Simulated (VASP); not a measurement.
# SiO₂: molecular dynamics at constant energy

SiO₂, P6_422 (no. 181), 9 atoms in the cell. PBE, molecular dynamics; PAW potentials Si, O (PBE set).

Ensemble: NVE; Starting temperature (K): 1600.

## Input

INCAR:
```
GGA = PE
PREC = Normal
ENCUT = 400
EDIFF = 1E-6
NELMIN = 4
NELM = 60
ALGO = Normal
LREAL = Auto
LASPH = T
ISMEAR = 0
SIGMA = 0.05
ISYM = 0
LWAVE = F
LCHARG = F
IBRION = 0
NSW = 60
POTIM = 1.0
TEBEG = 1600
ISIF = 2
RANDOM_SEED = 488685 0 0
MDALGO = 2
SMASS = -3
KPAR = 2
```

KPOINTS:
```
k-points
0
Monkhorst-Pack
  2 2 2
```

POSCAR:
```
SiO2
1.0
    5.0605222284      0.0000000000      0.0000000000
   -2.5302611142      4.3825408062      0.0000000000
    0.0000000000      0.0000000000      5.5413533100
Si O
3 6
Direct
    0.5000000000      0.0000000000      0.0000000000
    0.5000000000      0.5000000000      0.6666666667
    0.0000000000      0.5000000000      0.3333333333
    0.2086053700      0.7913946300      0.1666666667
    0.2086053700      0.4172107400      0.5000000000
    0.4172107400      0.2086053700      0.8333333333
    0.7913946300      0.2086053700      0.1666666667
    0.7913946300      0.5827892600      0.5000000000
    0.5827892600      0.7913946300      0.8333333333
```

Commands:
```
cat potpaw_PBE.64/Si/POTCAR potpaw_PBE.64/O/POTCAR > POTCAR
mpirun -np 2 vasp_std > vasp.out
```

## Result

- Rise of the mean potential energy above the start (meV/atom): 84.2
- Mean temperature (K): 865
- Electronic steps per ionic step after the first: 5.1

Course of the run:

| Time (fs) | Temperature (K) | Potential energy less the first (meV/atom) |
|---|---|---|
| 1 | 1595 | 0.0 |
| 6 | 1045 | 63.6 |
| 10 | 698 | 103.6 |
| 15 | 713 | 101.5 |
| 19 | 585 | 116.5 |
| 24 | 816 | 89.9 |
| 28 | 995 | 69.2 |
| 33 | 874 | 83.3 |
| 37 | 841 | 87.2 |
| 42 | 1144 | 52.1 |
| 46 | 1254 | 39.3 |
| 51 | 813 | 90.2 |
| 55 | 420 | 135.6 |
| 60 | 398 | 137.9 |

The mean temperature lies below the starting 1600 K, since the atoms start on their sites and part of their kinetic energy turns into potential energy.

REPORT:
```
MDALGO =   2
               SCALING =       0
                 CNEXP =     9.000   14.000
           RANDOM_SEED =            488685                0                0

   original number of atomic DOF:         24
   number of independent constraints:      0
   number of active DOF:                  24

========================================
         MD step No.       1
========================================

  Atomic velocities initialized by STEP_tb

  >Energies
                    E_tot             E_pot             E_kin               EPS                ES
   e_b>   -0.69552480E+02   -0.71201720E+02    0.16492394E+01    0.00000000E+00    0.00000000E+00

  >Temperature
               T_sim     T_inst
   tmprt>   1600.000   1594.876

  >Thermostat:
           s(n+1) sdot(n+1)      s(n)   sdot(n)        Qs
   s_b>   0.00000   0.00000   0.00000   0.00000  -3.00000

           RANDOM_SEED =            488685               54                0

[... steps left out ...]

========================================
         MD step No.      60
========================================

  >Energies
                    E_tot             E_pot             E_kin               EPS                ES
   e_b>   -0.69549390E+02   -0.69960799E+02    0.41140957E+00    0.00000000E+00    0.00000000E+00

  >Temperature
               T_sim     T_inst
   tmprt>   1600.000    397.848

  >Thermostat:
           s(n+1) sdot(n+1)      s(n)   sdot(n)        Qs
   s_b>   0.00000   0.00000   0.00000   0.00000  -3.00000

           RANDOM_SEED =            488685               54                0
```

OSZICAR:
```
N       E                     dE             d eps       ncg     rms          rms(c)
DAV:   1     0.292355633080E+03    0.29236E+03   -0.22174E+04   696   0.123E+03
DAV:   2    -0.604022099134E+02   -0.35276E+03   -0.34577E+03   908   0.318E+02
DAV:   3    -0.806331367432E+02   -0.20231E+02   -0.20179E+02   816   0.883E+01
DAV:   4    -0.809008483101E+02   -0.26771E+00   -0.26725E+00   824   0.108E+01
DAV:   5    -0.809061867857E+02   -0.53385E-02   -0.53369E-02   796   0.151E+00    0.257E+01
DAV:   6    -0.712225151866E+02    0.96837E+01   -0.41587E+01   781   0.357E+01    0.119E+01
DAV:   7    -0.711965465872E+02    0.25969E-01   -0.10473E+00   896   0.536E+00    0.453E+00
DAV:   8    -0.711897591790E+02    0.67874E-02   -0.58351E-02   791   0.188E+00    0.154E+00
DAV:   9    -0.711997316036E+02   -0.99724E-02   -0.24269E-02   806   0.116E+00    0.352E-01
DAV:  10    -0.712017660302E+02   -0.20344E-02   -0.33082E-03   806   0.332E-01    0.893E-02
DAV:  11    -0.712017140948E+02    0.51935E-04   -0.10412E-03   816   0.195E-01    0.201E-02
DAV:  12    -0.712017174836E+02   -0.33889E-05   -0.30929E-05   816   0.362E-02    0.152E-02
[... left out ...]
     59 T=   376. E= -.69548919E+02 F= -.69937749E+02 E0= -.69937749E+02  EK= 0.38883E+00 SP= 0.00E+00 SK= 0.00E+00
[... last step whole ...]
       N       E                     dE             d eps       ncg     rms          rms(c)
DAV:   1    -0.699607406986E+02   -0.22992E-01   -0.19620E-04   887   0.207E+00    0.221E-02
DAV:   2    -0.699608019939E+02   -0.61295E-04   -0.71793E-04   706   0.190E-01    0.129E-02
DAV:   3    -0.699608004043E+02    0.15896E-05   -0.88765E-06   816   0.253E-02    0.898E-03
DAV:   4    -0.699607993878E+02    0.10166E-05   -0.49084E-06   816   0.181E-02    0.390E-03
DAV:   5    -0.699607993617E+02    0.26074E-07   -0.66627E-07   438   0.574E-03
     60 T=   398. E= -.69549390E+02 F= -.69960799E+02 E0= -.69960799E+02  EK= 0.41141E+00 SP= 0.00E+00 SK= 0.00E+00
```

Limits: 60 fs of 9 atoms are too short for converged averages; the cell is only 4.4 Å across, so each atom moves in step with near copies of itself.

VASP 6.6.1 took 338 s on 2 cores (Intel Xeon Platinum 8259CL @ 2.50GHz (Skylake/Cascade Lake)), a shared host.
